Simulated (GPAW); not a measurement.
# CO2 (I-42d) in GPAW: equation of state

How stiff is CO2 in PBEsol, and what volume does it want? The cell is scaled to several volumes.

Program: GPAW 26.7.0. These are calculated values, not measurements. Logs are shortened: lines on timing, memory, paths and dates and some standing lists are left out, and cuts for length are marked. The log counts tension as positive stress, the text compression.

### 1 Starting point

It takes space group I-42d (No. 122, tetragonal). The conventional cell has a = 3.949 Å, b = 3.949 Å, c = 6.028 Å, α = 90.00°, β = 90.00°, γ = 90.00°. O (site symmetry 2) has 2 C at 1.40 Å as nearest neighbours. C (site symmetry -4) is surrounded by 4 O at 1.40 Å.

The cell comes from a database or a generator and needn't be the stable form of this composition.

### 2 Equation of state, PBEsol

Contents of run.py:

```python
from ase import Atoms
from ase.eos import EquationOfState
from ase.io import Trajectory
from ase.units import GPa
from ase.parallel import parprint
from gpaw import GPAW, PW, setup_paths

setup_paths.insert(0, '.')

atoms = Atoms(['O', 'O', 'O', 'O', 'C', 'C'],
              cell=[[-1.974727, 1.974727, 3.014058],
                    [1.974727, -1.974727, 3.014058],
                    [1.974727, 1.974727, -3.014058]],
              scaled_positions=[[0.875, 0.959798, 0.584798],
                                [0.375, 0.290202, 0.415202],
                                [0.040202, 0.625, 0.915202],
                                [0.709798, 0.125, 0.084798],
                                [0.0, 0.0, 0.0],
                                [0.75, 0.25, 0.5]],
              pbc=True)

traj = Trajectory('eos.traj', 'w')
volumes, energies = [], []
for x in [0.94, 0.96, 0.98, 1.0, 1.02, 1.04, 1.06]:
    a = atoms.copy()
    a.set_cell(atoms.cell * x**(1 / 3), scale_atoms=True)
    calc = GPAW(mode=PW(800),
                xc='PBEsol',
                kpts={'size': (9, 9, 9), 'gamma': True},
                occupations={'name': 'fermi-dirac', 'width': 0.05},
                nbands=30,
                convergence={'density': 1e-05, 'energy': 1e-05},
                maxiter=150,
                txt=f'eos-{x:.2f}.txt')
    a.calc = calc
    energies.append(a.get_potential_energy(force_consistent=True))
    volumes.append(a.get_volume())
    p = -a.get_stress()[:3].mean() / GPa
    calc.write(f'eos-{x:.2f}.gpw')
    traj.write(a)
    parprint(f'{x:.2f} {volumes[-1]:10.4f} A^3 {energies[-1]:14.6f} eV {p:9.3f} GPa', flush=True)

v0, e0, B = EquationOfState(volumes, energies, eos='birchmurnaghan').fit()
parprint(f'V0 = {v0:.4f} A^3, E0 = {e0:.6f} eV, B0 = {B / GPa:.2f} GPa')
```

Potentials or basis: PAW data sets generated in the run's folder for this functional, pw.

The run is started by

```
> gpaw-setup -f PBEsol C O
> OMP_NUM_THREADS=1 mpirun -n 4 gpaw python run.py
```

The program printed:

```text
__  _  _
 | _ |_)|_||  |
 |__||  | ||/\| - 26.7.0

Input parameters:
  mode=PW(ecut=800.0),
  convergence={'density': 1e-05, 'energy': 1e-05},
  kpts=MonkhorstPack(size=(9, 9, 9), gamma=True),
  maxiter=150,
  nbands=30,
  occupations=Occupations(name='fermi-dirac', width=0.05),
  xc=XC(name='PBEsol')

Diagonalizing LCAO Hamiltonian
Converting LCAO to pw mode

             O

        O  C

            O
          C
                 O

Atoms  # Å, Bohr magnetons
|   | symbol |         x |        y |         z |    initial magnetic moments |
|---|--------|-----------|----------|-----------|-----------------------------|
| 0 |      O |  1.295277 | 0.967208 |  3.690662 | ( 0.0000,  0.0000,  0.0000) |
| 1 |      O |  0.639138 | 0.967208 |  0.738132 | ( 0.0000,  0.0000,  0.0000) |
| 2 |      O |  2.901623 | 0.639138 | -0.738132 | ( 0.0000,  0.0000,  0.0000) |
| 3 |      O | -0.967208 | 1.295277 |  2.214397 | ( 0.0000,  0.0000,  0.0000) |
| 4 |      C |  0.000000 | 0.000000 |  0.000000 | ( 0.0000,  0.0000,  0.0000) |
| 5 |      C | -0.000000 | 1.934415 |  1.476265 | ( 0.0000,  0.0000,  0.0000) |

Unit cell  # Å
| periodic |         x |         y |         z |  lengths |     angles |
|----------|-----------|-----------|-----------|----------|------------|
|      yes | -1.934415 |  1.934415 |  2.952529 | 4.025090 | 122.552215 |
|      yes |  1.934415 | -1.934415 |  2.952529 | 4.025090 | 122.552215 |
|      yes |  1.934415 |  1.934415 | -2.952529 | 4.025090 |  85.633505 |

Number of symmetries: 4
Symmetry operations  # r_c * U_cc + t_c -> r_c
|   | kind |            matrix            |
|---|------|------------------------------|
| 0 |  E   |  1, 0, 0,  0, 1, 0,  0, 0, 1 |
| 1 |  C2  |  0, 1, 0,  1, 0, 0, -1,-1,-1 |
| 2 |  S4  |  0, 0, 1, -1,-1,-1,  0, 1, 0 |
| 3 |  S4  | -1,-1,-1,  0, 0, 1,  1, 0, 0 |

BZ-sampling:
  Number of BZ points: 729
  Number of IBZ points: 105

  Monkhorst-Pack size: [9, 9, 9]
  Monkhorst-Pack shift: [0, 0, 0]

K-points  # in reciprocal-cell coordinates
|     |                                coordinates |     weight |
|-----|--------------------------------------------|------------|
|   0 | (  0.00000000,   0.00000000,   0.00000000) | 0.00137174 |
|   1 | (  0.11111111,  -0.11111111,   0.00000000) | 0.00548697 |
|   2 | (  0.11111111,  -0.11111111,   0.11111111) | 0.00548697 |
|   3 | (  0.11111111,   0.00000000,   0.00000000) | 0.01097394 |
|   4 | (  0.11111111,   0.11111111,  -0.11111111) | 0.00274348 |
|   5 | (  0.22222222,  -0.22222222,  -0.11111111) | 0.00548697 |
|   6 | (  0.22222222,  -0.22222222,   0.00000000) | 0.00548697 |
|   7 | (  0.22222222,  -0.22222222,   0.11111111) | 0.00548697 |
|   8 | (  0.22222222,  -0.22222222,   0.22222222) | 0.00548697 |
|   9 | (  0.22222222,  -0.11111111,  -0.11111111) | 0.01097394 |
| ... |                                            |            |
| 104 | (  0.44444444,   0.44444444,   0.44444444) | 0.01097394 |

Plane wave coefficients: 2298
Cutoff: 800.0 eV

Spin-components: 1 (collinear spins)
Bands:           30
Projectors:      30
Spin-degeneracy: 2
Datatype:        complex128

Parallelization:
  kpt:    4
  domain: 1
  band:   1

Density:
  Valence electrons: 32.0
  Components: 1
  Grid points: [27 27 27]
  Charge: 0.0  # |e|

Potential:
  Grid points: [27 27 27]

species:
  O:
    name:    Oxygen
    Z:       8.0
    valence: 6
    core:    2
    charge:  0.0  # [|e|]
    compensation charges:
      type: gauss
      rc: 0.21  # [Å]
      lmax: 2
    cutoffs:
      filter: 1.17  # [Å]
      core: 0.83  # [Å]
    projectors
    | kind |    occ | energy [eV] | rcut [Å] |
    |------|--------|-------------|----------|
    |   2s |  2.000 |     -23.808 |    0.688 |
    |   2p |  4.000 |      -8.972 |    0.598 |
    |    s |        |       3.404 |    0.688 |
    |    p |        |      18.239 |    0.598 |
    |    d |        |       0.000 |    0.619 |

    Using partial waves for O as LCAO basis

  C:
    name:    Carbon
    Z:       6.0
    valence: 4
    core:    2
    charge:  0.0  # [|e|]
    compensation charges:
      type: gauss
      rc: 0.20  # [Å]
      lmax: 2
    cutoffs:
      filter: 1.14  # [Å]
      core: 1.14  # [Å]
    projectors
    | kind |    occ | energy [eV] | rcut [Å] |
    |------|--------|-------------|----------|
    |   2s |  2.000 |     -13.648 |    0.635 |
    |   2p |  2.000 |      -5.232 |    0.635 |
    |    s |        |      13.563 |    0.635 |
    |    p |        |      21.979 |    0.635 |
    |    d |        |       0.000 |    0.635 |

    Using partial waves for C as LCAO basis

Reference energy: -10181.791676  # eV

eigensolver:
  PPCG
  Converge bands: occupied
  niter=2

density mixing:
  MSR1-Mixer
  Pratt-step length: 0.05
  Maximum mixing coefficient: 0.75
  Old densities: 10
  SVD Regularization: 0.005
  Good broyden scale: 1.0
  Trust region scale: 1.0
  Backstep threshold: 4.0
  History deletion threshold: 6.0
  Fourier metric: weight=20.0, sigma=0.015

occupation numbers:
  Fermi-Dirac:
    width: 0.0500  # eV

poisson solver:
  ecut: 6400.0  # eV

xc functional:
  name: PBEsol with 2 nearest neighbor stencil

convergence criteria:
- Maximum integral of absolute [dens]ity change: 1e-05 electrons / valence electron
- Maximum [total energy] change in last 3 cyles: 1e-05 eV / valence electron
- Maximum integral of absolute [eigenst]ate change: 4e-08 eV^2 / valence electron
maximum number of iterations: 150

SCF iterations
|iter     | |      energy | eigst |  dens |
|---------|-|-------------|-------|-------|
|iter:   1| |  -49.824094 | +0.43 |       |
|iter:   2| |  -49.184551 | -1.78 | -0.87 |
|iter:   3| |  -47.076782 | -1.21 | -0.92 |
|iter:   4| |  -47.070554 | -2.91 | -1.49 |
|iter:   5| |  -47.072725 | -3.59 | -1.89 |
|iter:   6| |  -47.072874 | -5.15 | -2.72 |
|iter:   7| |  -47.072878c| -6.89 | -3.62 |
|iter:   8| |  -47.072878c| -8.05c| -4.12 |
|iter:   9| |  -47.072878c| -8.75c| -5.14c|

Converged in 9 steps
Energy contributions relative to reference atoms: (reference = -10181.791676)

Energy contributions:
  Kinetic:          60.159567
  Coulomb:         -55.445384
  Zero:              0.954937
  External:          0.000000
  Xc:              -52.741998
  Entropy:          -0.000000
  Spinorbit:         0.000000
  ----------------------------
  Free energy:     -47.072878
  Extrapolated:    -47.072878

dipole moment: (-0.499667, -7.178128, -5.859372)  # |e|*Ang

Fermi level: 8.334
Eigenvalues  # (at kpt = [0.000, 0.000, 0.000])
| band index |      eig [eV] | occ [0-2] |
|------------|---------------|-----------|
|          0 |       -20.277 |     2.000 |
|        ... |               |           |
|          8 |        -0.414 |     2.000 |
|          9 |         0.589 |     2.000 |
|         10 |         1.570 |     2.000 |
|         11 |         3.035 |     2.000 |
|         12 |         3.035 |     2.000 |
|         13 |         3.393 |     2.000 |
[... 8 lines left out ...]
|         22 |        18.437 |     0.000 |
|         23 |        19.946 |     0.000 |
|        ... |               |           |
|         29 |        24.414 |     0.000 |

Gap: 7.824 eV
Transition (v -> c):
  (s=0, k=73, n=15, [0.44, 0.00, 0.00]) -> (s=0, k=0, n=16, [0.00, 0.00, 0.00])
Direct/indirect transitions are different
Direct gap: 8.299 eV
Transition at: (s=0, k=0, n=15, [0.00, 0.00, 0.00])

Stress tensor  # eV/Ang^3
|         x |         y |         z |
|-----------|-----------|-----------|
| -0.079172 |  0.000000 |  0.000000 |
|  0.000000 | -0.079172 | -0.000000 |
|  0.000000 | -0.000000 | -0.059478 |

# Writing to eos-0.94.gpw (mode='')
```

Run time: 4.3 min. Hardware: 4 MPI ranks of Arm Neoverse V2, shared host; peak memory 0.37 GiB.

Results:

| Item | Value |
| --- | --- |
| Equilibrium volume | 7.67 Å³/atom |
| Bulk modulus at fixed shape and positions | 276 GPa |
| Pressure derivative of the bulk modulus | 4.2 |

Energy against volume, from the lowest point:
```
volume (Å³/atom)  energy (meV/atom)
           7.366              11.00
           7.522               2.45
           7.679               0.00
           7.836               3.03
           7.992              10.97
           8.149              23.43
           8.306              39.78
```

Caveat: the cell was scaled at fixed shape and fractional positions, which overstates the stiffness of a crystal with free parameters, most of all of layers and chains.
